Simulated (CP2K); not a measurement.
The system is TiB2.

```xyz
3
Lattice="3.0292 0.0000 0.0000 -1.5146 2.6234 0.0000 0.0000 0.0000 3.2284" Properties=species:S:1:pos:R:3 pbc="T T T"
Ti    0.0000    0.0000    0.0000
B     1.5146    0.8745    1.6142
B     0.0000    1.7489    1.6142
```

Base run:

```yaml
Program: CP2K 2026.2
Functional: PBE
Potentials_or_basis: all electrons (GAPW); pob-DZVP-rev2 basis
Density_cutoff: 6803 eV
k_mesh: 10 × 10 × 8
Occupations: fermi-dirac, width 0.05 eV
Spin: no spin polarisation
```

Its results: band gap on the k mesh none (metal or under the smearing width); pressure -2.4 GPa.

Q: The run is repeated on the same cell with these changes: potentials or basis from all electrons (GAPW); pob-DZVP-rev2 basis to all electrons (GAPW); pob-TZVP-rev2 basis; basis sets from Ti pob-DZVP-rev2, B pob-DZVP-rev2 to Ti pob-TZVP-rev2, B pob-TZVP-rev2. What comes out?

A: Band gap on the k mesh none (metal or under the smearing width); pressure -5.9 GPa.

Caveats: all-electron without relativistic terms, which shifts volumes and levels from the 3d row on; the basis of atomic orbitals isn't converged, which shifts pressures, moduli and gaps.
